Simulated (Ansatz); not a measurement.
# LiCl: properties at the relaxed cell

An exercise on one series of results from a longer session: the logs are not shown, and one member is left open.

The COD entry's cell or inner coordinates are ideal or old and differ from later refinements, so a difference from it is no clean test against experiment.

Method: DFT PBE, scalar-relativistic, plane waves, PAW, in Ansatz 0.2.0.

1 further run of the same task is left out (set aside as unsound or not needed).

### Starting point

It takes space group Fm-3m (No. 225, cubic). Conventional cell: a = 5.150 Å, b = 5.150 Å, c = 5.150 Å, α = 90.00°, β = 90.00°, γ = 90.00°. Around Li (site symmetry m-3m) lie 6 Cl at 2.58 Å. Around Cl (site symmetry m-3m) lie 6 Li at 2.58 Å.

Structure file:

```cif
data_structure
_symmetry_space_group_name_H-M 'P 1'
_symmetry_Int_Tables_number 1
_cell_length_a 3.6418
_cell_length_b 3.6418
_cell_length_c 3.6418
_cell_angle_alpha 60.000
_cell_angle_beta 60.000
_cell_angle_gamma 60.000
_cell_volume 34.15
loop_
_atom_site_label
_atom_site_type_symbol
_atom_site_fract_x
_atom_site_fract_y
_atom_site_fract_z
_atom_site_occupancy
Li1 Li 0.00000 0.00000 0.00000 1
Cl1 Cl 0.50000 0.50000 0.50000 1
```

It is the result of an earlier relaxation at this level (volume 17.08 Å³/atom; gap on the mesh: 6.26 eV).

Set-up of the first run:

Input file input.yaml:

```yaml
crystal:
  lattice:
    - [0.0, 2.5751358821, 2.5751358821]
    - [2.5751358821, 0.0, 2.5751358821]
    - [2.5751358821, 2.5751358821, 0.0]
  atoms:
    - { symbol: Li, position: [0.0, 0.0, 0.0] }
    - { symbol: Cl, position: [0.5, 0.5, 0.5] }
basis:
  ecutwfc: 420
kpoints:
  mp_grid: { grid: [8, 8, 8] }
  band_path:
    path:
      - [[0.0, 0.0, 0.0], [0.5, 0.0, 0.5], [0.625, 0.25, 0.625]]
      - [[0.375, 0.375, 0.75], [0.0, 0.0, 0.0], [0.5, 0.5, 0.5], [0.5, 0.25, 0.75], [0.5, 0.0, 0.5]]
    npoints: 14
hamiltonian:
  xc: pbe
scf:
  occupations: { method: gaussian, width: 0.02 }
  n_extra_bands: 6
output:
  forces: true
  stress: true
  eigenvalues: true
  populations: true
  dos: { projected: true, de: 0.02, nscf_kmesh: { grid: [12, 12, 12] } }
  bader: true
  write_density: true
  write_potential: true
  elf: true
  volumetric_format: npy
```

Launch:

```console
ansatz run input.yaml --threads 1 --pin off --max-ram 2560MiB --backend cpu --events-out ev --progress --plain --runs-dir out
```

Steps of the session up to this table: Static run: bands, density of states and charges; Seeking the band edges over the whole zone; Levels beside the edges; Point at V/V0 = 0.97; Volume × 1.03; The cell scaled to 0.94 of its volume; The cell scaled to 1.06 of its volume.

One of the session's tables, all rows but one given; the rest of the session is left out.

It belongs to the step «Fit of the equation of state». 

| volume (Å³/atom) | energy above the lowest point (meV/atom) | pressure (GPa) | gap on the mesh (eV) |
| --- | --- | --- | --- |
| 16.052 | 6.8 | 2.25 | 6.62 |
| 16.564 | 1.6 | 1.04 | 6.43 |
| 17.077 | 0.0 | 0.00 | 6.26 |
| 17.589 | ? | ? | ? |
| 18.101 | 5.5 | -1.63 | 5.95 |

Q: Estimate the row for volume (Å³/atom) = 17.589 from the others.

Worked estimate for «energy above the lowest point (meV/atom)». A straight line through the neighbours (17.077, 0.0) and (18.101, 5.5) gives 0.0 + (5.5 − 0.0) × (17.589 − 17.077) / (18.101 − 17.077) = 2.7; a parabola fitted to 3 rows on both sides gives 1.3.

**Answer.** energy above the lowest point (meV/atom): 1.4; pressure (GPa): -0.88; gap on the mesh (eV): 6.10. In «energy above the lowest point (meV/atom)» the line misses by +1.3 and the parabola by -0.1.
